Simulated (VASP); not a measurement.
Runs of VASP 6.6.1 on SiC (Moissanite). The structure is hexagonal, space group P6_3mc (No. 186). The conventional cell has a = 3.076 Å, b = 3.076 Å, c = 5.048 Å, α = 90.00°, β = 90.00°, γ = 120.00°. Si (site symmetry 3m) has 4 C at 1.87 to 1.94 Å as nearest neighbours. C (site symmetry 3m) has 4 Si at 1.87 to 1.94 Å as nearest neighbours. 

```csv
task,level,potentials or basis,k mesh,cutoff (eV),smearing,cutoff of the response function,frequency points,empty bands,GW scheme,GW iterations,mesh quality,gap on the mesh (eV),pressure (GPa),largest force (eV/Å)
single point,PBE,"VASP PAW PBE potentials, release 64 (Si_GW, C_GW)",5 × 5 × 3,450,gaussian 0.02 eV,-,-,-,-,-,coarse,2.80,-,0.74
band structure,PBEsol0,"VASP PAW PBE potentials, release 64 (Si, C)",5 × 5 × 3,520,fermi-dirac 0.05 eV,-,-,-,-,-,coarse,-,-3.5,(b)
single point,PBE,"VASP PAW PBE potentials, release 64 (Si, C)",10 × 10 × 5,520,gaussian 0.015 eV,-,-,-,-,-,not flagged,2.48,3.6,0.75
single point,PBE,"VASP PAW PBE potentials, release 64 (Si_GW, C_GW)",4 × 4 × 2,500,gaussian 0.02 eV,-,-,-,-,-,coarse,2.57,3.8,0.69
single point,PBE,"VASP PAW PBE potentials, release 64 (Si_GW, C_GW)",4 × 4 × 2,450,gaussian 0.02 eV,-,-,-,-,-,coarse,2.56,-,0.69
single point,LDA,"VASP PAW LDA potentials, release 64 (Si, C)",10 × 10 × 5,520,gaussian 0.05 eV,-,-,-,-,-,not flagged,(a),(c),0.73
single point,PBE,"VASP PAW PBE potentials, release 64 (Si_GW, C_GW)",5 × 5 × 3,500,gaussian 0.02 eV,-,-,-,-,-,coarse,2.80,3.6,0.74
single point,PBE,"VASP PAW PBE potentials, release 64 (Si, C)",10 × 10 × 5,500,gaussian 0.02 eV,-,-,-,-,-,not flagged,2.48,3.6,0.75
```

Alike in all rows: no spin polarisation; cell as given.

Task: Estimate the missing entries.

Result: (a) 2.36; (b) 0.76; (c) -3.6.

Caveats: some runs use coarse meshes; an odd mesh through Γ misses points on the zone boundary, where band edges often lie (some runs); the cutoff is under 1.25 times the usual one of these potentials, so pressure, stress and relaxed cells hold a basis-set (Pulay) error (some runs); the PAW data sets were made with another functional, which shifts forces and pressure a little (some runs).

Not every run made on this cell is shown here.
